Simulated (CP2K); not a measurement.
**ZnO under changes of volume**

One of the cells (9.713 Å³/atom); the others are scaled copies at fixed shape and fractional positions:

```
Zn O
1.0
     2.68821    0.00000    0.00000
     0.00000    2.68821    0.00000
     0.00000    0.00000    2.68821
Zn O
1 1
Direct
  0.00000 0.00000 0.00000
  0.50000 0.50000 0.50000
```

The cell was built by a generator and needn't be a form met in nature.

| Property | Result |
| --- | --- |
| Program | CP2K 2026.2 |
| Functional | LDA |
| Potentials or basis | GTH_POTENTIALS Zn GTH-PADE-q12, O GTH-PADE-q6; TZVP-MOLOPT-PBE-GTH basis |
| Density cutoff | 8163 eV |
| k mesh | 10 × 10 × 10 |
| Occupations | fermi-dirac, width 0.01 eV |
| Spin | no spin polarisation |

```tsv
volume (Å³/atom)	energy over the lowest point (meV/atom)	pressure (GPa)
9.130	0.00	-2.6
9.325	5.56	-6.5
9.519	15.47	-9.8
9.713	29.25	-12.8
9.907	46.45	-15.5
10.102	?	?
10.296	89.93	-19.9
```

Problem. What does the run at 10.102 Å³/atom give?

Solution. Energy over the lowest point 67.01 meV/atom; pressure -17.8 GPa.

Worked out: A Birch-Murnaghan fit of order 3 (a polynomial in V^(-2/3)) to the other rows has its minimum at 9.01 Å³/atom, just outside them, with B0 = V·E''(V) = 201 GPa and B' = 4.4. It gives 66.87 meV/atom at 10.102 Å³/atom, against the run's 67.01, and -dE/dV = -18.0 GPa, against -17.8.

Energies are extrapolated to zero smearing.

Caveats: the basis of atomic orbitals isn't converged, which shifts pressures, moduli and gaps.
